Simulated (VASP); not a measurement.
# Na (P6/mmm) in VASP: a series of runs

Runs on Na. Level: RPBE. Tasks: single point.

Program: VASP 6.6.1. These are calculated values, not measurements. Logs are shortened: lines on timing, memory, paths and dates and some standing lists are left out, and cuts for length are marked.

**1. The crystal as given**

It takes space group P6/mmm (No. 191, hexagonal). The conventional cell has a = 6.145 Å, b = 6.145 Å, c = 3.645 Å, α = 90.00°, β = 90.00°, γ = 120.00°. Around Na (site symmetry 6/mmm) lie 14 Na at 3.65 to 3.99 Å. Na (site symmetry -6m2) has 11 Na at 3.55 to 3.99 Å as nearest neighbours.

This isn't the form of Na at room conditions, which is bcc.

**2. Single point, RPBE**

Contents of INCAR:

```
SYSTEM = Na
ALGO     = Fast           ! electronic algorithm
EDIFF    = 1E-6           ! SCF threshold, eV
ENCUT    = 520            ! plane-wave cutoff, eV
GGA      = RP             ! functional
ISIF     = 2              ! what is computed and relaxed
ISMEAR   = -1             ! smearing method
LASPH    = .True.         ! aspherical terms in the spheres
LCHARG   = .False.        ! write CHGCAR
LREAL    = .False.        ! projectors in reciprocal space
LWAVE    = .False.        ! write WAVECAR
NBANDS   = 18             ! bands
NELM     = 80             ! most SCF steps
PREC     = Accurate       ! precision mode
SIGMA    = 0.1            ! smearing width, eV
```

Contents of KPOINTS:

```
k-points
0
Gamma
  8 8 11
  0 0 0
```

Contents of POSCAR:

```
Na
1.0
    6.1448216752      0.0000000000      0.0000000000
   -3.0724108376      5.3215716725      0.0000000000
    0.0000000000      0.0000000000      3.6454797792
Na
3
Direct
    1.0000000000      1.0000000000      1.0000000000
    0.3333333333      0.6666666667      0.5000000000
    0.6666666667      0.3333333333      0.5000000000
```

Potentials or basis: VASP PAW PBE potentials, release 64 (Na_pv).

Started as:

```console
cat potpaw_PBE.64/Na_pv/POTCAR > POTCAR
mpirun -np 1 vasp_std > vasp.out
```

OUTCAR:

```text
SYSTEM = Na
   EDIFF = 1E-6
   ENCUT = 520
   GGA = RP
   ISIF = 2
   ISMEAR = -1
   LASPH = .True.
   LREAL = .False.
   NELM = 80
   PREC = Accurate

 ion  position               nearest neighbor table
   1  0.000  0.000  0.000-
   2  0.333  0.667  0.500-
   3  0.667  0.333  0.500-

  LATTYP: Found a hexagonal cell.
 ALAT       =     6.1448216752
 C/A-ratio  =     0.5932604674

  Lattice vectors:

 A1 = (   6.1448216752,   0.0000000000,   0.0000000000)
 A2 = (  -3.0724108376,   5.3215716725,   0.0000000000)
 A3 = (   0.0000000000,   0.0000000000,   3.6454797792)

Analysis of symmetry for initial positions (statically):
=====================================================================
 Subroutine PRICEL returns:
 Original cell was already a primitive cell.

 Routine SETGRP: Setting up the symmetry group for a
 hexagonal supercell.

 Subroutine GETGRP returns: Found 24 space group operations
 (whereof 24 operations were pure point group operations)
 out of a pool of 24 trial point group operations.

The static configuration has the point symmetry D_6h.

Analysis of symmetry for dynamics (positions and initial velocities):
=====================================================================
 Subroutine PRICEL returns:
 Original cell was already a primitive cell.

 Routine SETGRP: Setting up the symmetry group for a
 hexagonal supercell.

 Subroutine GETGRP returns: Found 24 space group operations
 (whereof 24 operations were pure point group operations)
 out of a pool of 24 trial point group operations.

The dynamic configuration has the point symmetry D_6h.

 Subroutine INISYM returns: Found 24 space group operations
 (whereof 24 operations are pure point group operations),
 and found     1 'primitive' translations

----------------------------------------------------------------------------------------

                                     Primitive cell

  volume of cell :     119.2076

  direct lattice vectors                    reciprocal lattice vectors
     6.144821675  0.000000000  0.000000000     0.162738653  0.093957205  0.000000000
    -3.072410838  5.321571673  0.000000000     0.000000000  0.187914410  0.000000000
     0.000000000  0.000000000  3.645479779     0.000000000  0.000000000  0.274312316

  length of vectors
     6.144821675  6.144821675  3.645479779     0.187914410  0.187914410  0.274312316

  position of ions in fractional coordinates (direct lattice)
     0.000000000  0.000000000  0.000000000
     0.333333333  0.666666667  0.500000000
     0.666666667  0.333333333  0.500000000

  ion indices of the primitive-cell ions
   primitive index   ion index
                 1           1
                 2           2
                 3           3

----------------------------------------------------------------------------------------

 KPOINTS: k-points

Automatic generation of k-mesh.
 Grid dimensions read from file:
 generate k-points for:    8    8   11

 Generating k-lattice:

  Cartesian coordinates                     Fractional coordinates (reciprocal lattice)
     0.020342332  0.011744651  0.000000000     0.125000000  0.000000000  0.000000000
     0.000000000  0.023489301  0.000000000     0.000000000  0.125000000  0.000000000
     0.000000000  0.000000000  0.024937483     0.000000000  0.000000000  0.090909091

  Length of vectors
     0.023489301  0.023489301  0.024937483

  Shift w.r.t. Gamma in fractional coordinates (k-lattice)
     0.000000000  0.000000000  0.000000000

 Subroutine IBZKPT returns following result:
 ===========================================

 Found     60 irreducible k-points:

 Following reciprocal coordinates:
            Coordinates               Weight
  0.000000  0.000000  0.000000      1.000000
  0.125000  0.000000  0.000000      6.000000
  0.250000  0.000000  0.000000      6.000000
  0.375000  0.000000  0.000000      6.000000
  0.500000  0.000000  0.000000      3.000000
  0.125000  0.125000  0.000000      6.000000
[... 16 lines left out ...]
  0.250000  0.000000  0.181818     12.000000
  0.375000  0.000000  0.181818     12.000000
 [... further k-points ...]
   k-points           NKPTS =     60   k-points in BZ     NKDIM =     60   number of bands    NBANDS=     18
   number of dos      NEDOS =    301   number of ions     NIONS =      3
   total plane-waves  NPLWV =  64512
   dimension x,y,z NGX =    48 NGY =   48 NGZ =   28
   dimension x,y,z NGXF=    96 NGYF=   96 NGZF=   56
   ions per type =               3
   NGX,Y,Z   is equivalent  to a cutoff of  12.99, 12.99, 12.77 a.u.
   NGXF,Y,Z  is equivalent  to a cutoff of  25.97, 25.97, 25.54 a.u.
 SYSTEM =  Na
   PREC   = accura    normal or accurate (medium, high low for compatibility)
   ISTART =      0    job   : 0-new  1-cont  2-samecut
   ICHARG =      2    charge: 1-file 2-atom 10-const
   ISPIN  =      1    spin polarized calculation?
   LNONCOLLINEAR =      F non collinear calculations
   LSORBIT =      F    spin-orbit coupling
   LASPH  =      T    aspherical Exc in radial PAW
   ENCUT  =  520.0 eV  38.22 Ry    6.18 a.u.  11.43 11.43  6.78*2*pi/ulx,y,z
   NELM   =     80;   NELMIN=  2; NELMDL= -5     # of ELM steps
   EDIFF  = 0.1E-05   stopping-criterion for ELM
   LREAL  =      F    real-space projection
   EDIFFG = 0.1E-04   stopping-criterion for IOM
   NSW    =      0    number of steps for IOM
   IBRION =     -1    ionic relax: 0-MD 1-quasi-New 2-CG
   NFREE  =      0    steps in history (QN), initial steepest desc. (CG)
   ISIF   =      2    stress and relaxation
   ISYM   =      2    0-nonsym 1-usesym 2-fastsym
   POTIM  = 0.5000    time-step for ionic-motion
   TEBEG  =    0.0;   TEEND  =   0.0 temperature during run
   PSTRESS=    0.0 pullay stress
   NELECT =      21.0000    total number of electrons
   NUPDOWN=      -1.0000    fix difference up-down
   EMIN   =  10.00;   EMAX   =-10.00  energy-range for DOS
   EFERMI =   0.00;   METHOD = LEGACY
   ISMEAR =    -1;   SIGMA  =   0.10  broadening in eV -4-tet -1-fermi 0-gaus
   EFERMI_NEDOS =   21; number of points for ismear=-14 and -15
   IALGO  =     68    algorithm
   IMIX   =      4    mixing-type and parameters
     AMIX     =   0.40;   BMIX     =  1.00
     AMIX_MAG =   1.60;   BMIX_MAG =  1.00
  volume/ion in A,a.u.               =      39.74       268.15
  Fermi-wavevector in a.u.,A,eV,Ry     =   0.917727  1.734252 11.459126  0.842222
  Thomas-Fermi vector in A             =   2.042728
   LORBIT       =      0    0 simple, 1 ext, 2 COOP (PROOUT), +10 PAW based schemes
   GGA     = RP    functional components
   LHFCALC =     F    Hartree Fock is set to
   AEXX    =    0.0000 exact exchange contribution
   IVDW    =     0    specifies the selected vdW correction
   LEPSILON=     F    determine dielectric tensor
   LRPA    =     F    only Hartree local field effects (RPA)
 non-spin polarized calculation
 RMM-DIIS sequential band-by-band and
  energy-cutoff  :      520.00
  volume of cell :      119.21
 maximum number of plane-waves:      3242
 NGX is ok and might be reduce to    48
   NGX = 23   NGY = 23   NGZ = 13

 number of electron      20.9999992 magnetization

 Free energy of the ion-electron system (eV)
  ---------------------------------------------------
  ext. energy  EPLUGINS =         0.00000000
  ---------------------------------------------------
  free energy    TOTEN  =        -3.57953860 eV

  energy without entropy =       -3.52856127  energy(sigma->0) =       -3.55404994

 E-fermi :   0.2586     XC(G=0):  -6.2135

 val. band max:        0.2086405952   @ k =   0.3750   0.0000   0.4545
 cond. band min:       0.2813025651   @ k =   0.3750   0.1250   0.0909
 fundamental gap:      0.0726619699
 Fermi energy:         0.2585650116

 k-point     1 :       0.0000    0.0000    0.0000
  band No.  band energies     occupation
      1     -24.7707      2.00000
      2     -24.7707      2.00000
      3     -24.7504      2.00000
      4     -24.7504      2.00000
      5     -24.7487      2.00000
      6     -24.7446      2.00000
[... 10 lines left out ...]
     17       8.1662      0.00000
     18       8.3633      0.00000

 k-point     2 :       0.1250    0.0000    0.0000
  band No.  band energies     occupation
      1     -24.7710      2.00000
      2     -24.7702      2.00000
      3     -24.7509      2.00000
      4     -24.7501      2.00000
      5     -24.7485      2.00000
      6     -24.7448      2.00000
[... 10 lines left out ...]
     17       8.2364      0.00000
     18       8.4304      0.00000

 k-point     3 :       0.2500    0.0000    0.0000
  band No.  band energies     occupation
      1     -24.7718      2.00000
      2     -24.7687      2.00000
      3     -24.7522      2.00000
      4     -24.7493      2.00000
      5     -24.7481      2.00000
      6     -24.7451      2.00000
[... 10 lines left out ...]
     17       8.4488      0.00000
     18       8.5352      0.00000

 k-point     4 :       0.3750    0.0000    0.0000
  band No.  band energies     occupation
      1     -24.7726      2.00000
      2     -24.7666      2.00000
      3     -24.7542      2.00000
      4     -24.7486      2.00000
      5     -24.7476      2.00000
      6     -24.7456      2.00000
[... 375 lines left out ...]
      4     -24.7513      2.00000
      5     -24.7502      2.00000
      6     -24.7494      2.00000
[... 10 lines left out ...]
     17       5.1166      0.00000
     18       8.3607      0.00000

 k-point    23 :       0.2500    0.0000    0.1818
  band No.  band energies     occupation
      1     -24.7710      2.00000
      2     -24.7679      2.00000
      3     -24.7551      2.00000
      4     -24.7517      2.00000
      5     -24.7516      2.00000
      6     -24.7487      2.00000
[... 10 lines left out ...]
     17       5.8897      0.00000
     18       7.4210      0.00000

 k-point    24 :       0.3750    0.0000    0.1818
  band No.  band energies     occupation
      1     -24.7717      2.00000
      2     -24.7659      2.00000
      3     -24.7546      2.00000
      4     -24.7536      2.00000
      5     -24.7523      2.00000
      6     -24.7480      2.00000
[... 10 lines left out ...]
     17       6.5010      0.00000
     18       7.4585      0.00000

 [... further k-points ...]

------------------------ aborting loop because EDIFF is reached ----------------------------------------

  FORCE on cell =-STRESS in cart. coord.  units (eV):
  Direction    XX          YY          ZZ          XY          YZ          ZX
  --------------------------------------------------------------------------------------
  -------------------------------------------------------------------------------------
  Total       -0.0272741     -0.0272741      0.0529572      0.0000000     -0.0000000      0.0000000
  in kB       -0.3665707     -0.3665707      0.7117565      0.0000000     -0.0000000      0.0000000
  external PRESSURE =      -0.0071283 kB  Pullay stress =       0.0000000 kB

 VOLUME and BASIS-vectors are now :
 -----------------------------------------------------------------------------
  energy-cutoff  :      520.00
  volume of cell :      119.21
      direct lattice vectors                 reciprocal lattice vectors
     6.144821675  0.000000000  0.000000000     0.162738653  0.093957205  0.000000000
    -3.072410838  5.321571673  0.000000000     0.000000000  0.187914410  0.000000000
     0.000000000  0.000000000  3.645479779     0.000000000  0.000000000  0.274312316

 POSITION                                       TOTAL-FORCE (eV/Angst)
 -----------------------------------------------------------------------------------
      0.00000      0.00000      0.00000         0.000000      0.000000      0.000000
     -0.00000      3.54771      1.82274        -0.000000     -0.000000      0.000000
      3.07241      1.77386      1.82274         0.000000      0.000000      0.000000
 -----------------------------------------------------------------------------------
    total drift:                               -0.000000      0.000000     -0.000000

  FREE ENERGIE OF THE ION-ELECTRON SYSTEM (eV)
  ---------------------------------------------------
  free  energy   TOTEN  =        -3.5795386024 eV

  energy  without entropy=       -3.5285612686  energy(sigma->0) =       -3.55404994
```

Wall time 56 s (1 thread of AMD EPYC 9R45 (Zen 5), shared host); peak memory 0.25 GiB.

What came out:

```
Free energy            : -3.5795 eV
Pressure               : 0.0 GPa
Band gap on the k mesh : none (metal or under the smearing width)
```

Stress tensor (GPa, compression positive):
```
-0.04  0.00  0.00
 0.00 -0.04  0.00
 0.00  0.00  0.07
```

Levels at points of the mesh, in eV from the Fermi level:
| k point | band 6 | band 7 | band 8 | band 9 | band 10 | band 11 | band 12 | band 13 | band 14 | band 15 |
| --- | --- | --- | --- | --- | --- | --- | --- | --- | --- | --- |
| (0.00, 0.00, 0.00) | -25.00 | -24.93 | -24.93 | -24.92 | -3.14 | 1.86 | 1.86 | 1.87 | 1.87 | 2.73 |
| (0.50, 0.00, 0.00) | -25.00 | -24.93 | -24.93 | -24.92 | -1.79 | -1.79 | 0.63 | 1.07 | 5.58 | 5.61 |

Caveat: the PAW data sets were made with another functional, which shifts forces and pressure a little.

**3. Single point, RPBE**

Contents of INCAR:

```
PREC = Accurate
ENCUT = 520
EDIFF = 1E-6
ISMEAR = -1
SIGMA = 0.1
LREAL = F
LASPH = T
NELM = 100
ALGO = Fast
ISIF = 2
LWAVE = F
LCHARG = T
GGA = RP
LELF = T
LVHAR = T
NBANDS = 18
```

Contents of KPOINTS:

```
Automatic mesh
0
Gamma
  7 7 10
```

POSCAR is that of step 2.

Potentials or basis: VASP PAW PBE potentials, release 64 (Na_pv).

Started as:

```console
cat potpaw_PBE.64/Na_pv/POTCAR > POTCAR
mpirun -np 1 vasp_std > vasp.out
```

Wall time 45 s (1 thread of AMD EPYC 9R45 (Zen 5), shared host); peak memory 0.23 GiB.

It converged, with:

| Item | Value |
| --- | --- |
| Free energy | -3.5739 eV |
| Pressure | 0.0 GPa |
| Band gap on the k mesh | none (metal or under the smearing width) |

Stress tensor (GPa, compression positive):
```
-0.04  0.00  0.00
 0.00 -0.04  0.00
 0.00  0.00  0.09
```

Levels at points of the mesh, in eV from the Fermi level:
| k point | band 8 | band 9 | band 10 | band 11 | band 12 | band 13 |
| --- | --- | --- | --- | --- | --- | --- |
| (0.00, 0.00, 0.00) | -24.93 | -24.92 | -3.14 | 1.86 | 1.86 | 1.87 |
| (0.00, 0.00, 0.50) | -24.92 | -24.92 | -0.31 | -0.28 | 4.31 | 4.31 |

Caveat: the PAW data sets were made with another functional, which shifts forces and pressure a little.

**4. Single point, RPBE**

This run uses another cell than the first one, of 38.15 Å³/atom, 0.960 times its volume.

Contents of INCAR:

```
PREC = Accurate
ENCUT = 520
EDIFF = 1E-6
ISMEAR = -1
SIGMA = 0.1
LREAL = F
LASPH = T
NELM = 60
ALGO = Fast
ISIF = 2
LWAVE = F
LCHARG = F
GGA = RP
NBANDS = 18
```

KPOINTS is that of step 3.

Contents of POSCAR:

```
Na
1.0
    6.0617733640      0.0000000000      0.0000000000
   -3.0308866820      5.2496497252      0.0000000000
    0.0000000000      0.0000000000      3.5962104993
Na
3
Direct
    1.0000000000      1.0000000000      1.0000000000
    0.3333333333      0.6666666667      0.5000000000
    0.6666666667      0.3333333333      0.5000000000
```

Started as:

```console
cat potpaw_PBE.64/Na_pv/POTCAR > POTCAR
mpirun -np 1 vasp_std > vasp.out
```

Wall time 43 s (1 thread of AMD EPYC 9R45 (Zen 5), shared host); peak memory 0.23 GiB.

Results (log left out):

| Property | Result |
| --- | --- |
| Free energy | -3.5685 eV |
| Pressure | 0.3 GPa |
| Band gap on the k mesh | none (metal or under the smearing width) |

Stress tensor (GPa, compression positive):
```
0.27 0.00 0.00
0.00 0.27 0.00
0.00 0.00 0.40
```

Levels at points of the mesh, in eV from the Fermi level:
```tsv
k point	band 6	band 7	band 8	band 9	band 10	band 11	band 12	band 13	band 14	band 15
(0.00, 0.00, 0.00)	-24.97	-24.89	-24.89	-24.89	-3.23	1.89	1.89	1.90	1.90	2.84
(0.00, 0.00, 0.50)	-24.98	-24.91	-24.89	-24.89	-0.31	-0.30	4.39	4.39	4.55	4.55
```

Caveat: the PAW data sets were made with another functional, which shifts forces and pressure a little.

**5. Overview**

| cell | k mesh | gap on the mesh (eV) | pressure (GPa) |
| --- | --- | --- | --- |
| P6/mmm, 39.74 Å³/atom | 8 × 8 × 11 | none | 0.0 |
| P6/mmm, 39.74 Å³/atom | 7 × 7 × 10 | none | 0.0 |
| P6/mmm, 38.15 Å³/atom | 7 × 7 × 10 | none | 0.3 |

Alike in all rows: task single point; level RPBE; potentials or basis VASP PAW PBE potentials, release 64 (Na_pv); no spin polarisation; cutoff (eV) 520; smearing fermi-dirac 0.1 eV.

Every run on the cell as given and a fine mesh finds a metal.

Caveats: the PAW data sets were made with another functional, which shifts forces and pressure a little.

Absolute energies hang on the potentials; compare differences alone.
